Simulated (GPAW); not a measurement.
# MgSi: equation of state with LDA

MgSi:

```
CELL_PARAMETERS angstrom
1.50251 -5.42602 0.00000
1.50251 5.42602 0.00000
0.00000 0.00000 4.34018
ATOMIC_POSITIONS crystal
Si 0.57064 0.42936 0.75000
Si 0.42936 0.57064 0.25000
Mg 0.16838 0.83162 0.25000
Mg 0.83162 0.16838 0.75000
```

The cell comes from a database or a generator and needn't be the stable form of this composition.

| Property | Result |
| --- | --- |
| Program | GPAW 26.7.0 |
| Task | equation of state |
| Functional | LDA |
| Potentials or basis | the program's PAW data sets (release 1.2.1) made for this functional |
| Cutoff | 800 eV |
| Basis | pw |
| k mesh | 6 × 6 × 4 |
| Occupations | fermi-dirac, width 0.05 eV |
| Spin | no spin polarisation |
| Maxiter | 150 |
| Eos scales | [0.94, 0.96, 0.98, 1.0, 1.02, 1.04, 1.06] |

```yaml
Equilibrium_volume: 16.86 Å³/atom
Bulk_modulus_at_fixed_shape_and_positions: 66 GPa
Pressure_derivative_of_the_bulk_modulus: 4.5
```

Energy against volume, from the lowest point:
| volume (Å³/atom) | energy (meV/atom) |
| --- | --- |
| 16.630 | 0.48 |
| 16.984 | 0.00 |
| 17.338 | 2.48 |
| 17.692 | 7.56 |
| 18.046 | 14.95 |
| 18.400 | 24.42 |
| 18.754 | 35.76 |

It took 13 min on 1 thread of Arm Neoverse V1, with other jobs on the host, peak memory 0.52 GiB.

Caveat: the k mesh is coarse (spacing up to 0.36 Å⁻¹), so the values aren't converged; the cell was scaled at fixed shape and fractional positions, which overstates the stiffness of a crystal with free parameters, most of all of layers and chains; the program warned that so skewed a cell can give wrong results.
